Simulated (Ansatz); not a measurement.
Pd under changes of volume

One of the cells (15.547 Å³/atom); the others are scaled copies at fixed shape and fractional positions:

```
Pd
1.0
    -1.57228    1.57228    1.57228
     1.57228   -1.57228    1.57228
     1.57228    1.57228   -1.57228
Pd
1
Direct
  0.00000 0.00000 0.00000
```

This isn't the form of Pd at room conditions, which is fcc.

```yaml
Program: Ansatz 0.2.0
Functional: PBEsol
Potentials_or_basis: Ansatz PAW
Cutoff: "420 eV (not typed: the program's choice for these potentials)"
k_mesh: 12 × 12 × 12
Occupations: fermi-dirac, width 0.05 eV
Spin: no spin polarisation
```

| volume (Å³/atom) | energy over the lowest point (meV/atom) | pressure (GPa) |
| --- | --- | --- |
| 14.614 | 0.00 | 0.6 |
| 14.925 | 2.99 | -3.4 |
| 15.236 | 13.29 | -6.9 |
| 15.547 | 29.98 | -10.0 |
| 15.858 | 52.22 | -12.6 |
| 16.169 | 79.27 | -15.0 |
| 16.480 | ? | ? |

Question: What does the run at 16.480 Å³/atom give?

Answer: Energy over the lowest point 110.49 meV/atom; pressure -16.9 GPa.

Worked out: A Birch-Murnaghan fit of order 3 (a polynomial in V^(-2/3)) to the other rows has its minimum at 14.65 Å³/atom with B0 = V·E''(V) = 200 GPa and B' = 5.5. It gives 110.50 meV/atom at 16.480 Å³/atom, against the run's 110.49, and -dE/dV = -17.1 GPa, against -16.9.

Energies are extrapolated to zero smearing.

Caveats: the PAW data sets come from PBE, with cores solved anew for the run's functional, which leaves a small shift of forces and pressure.
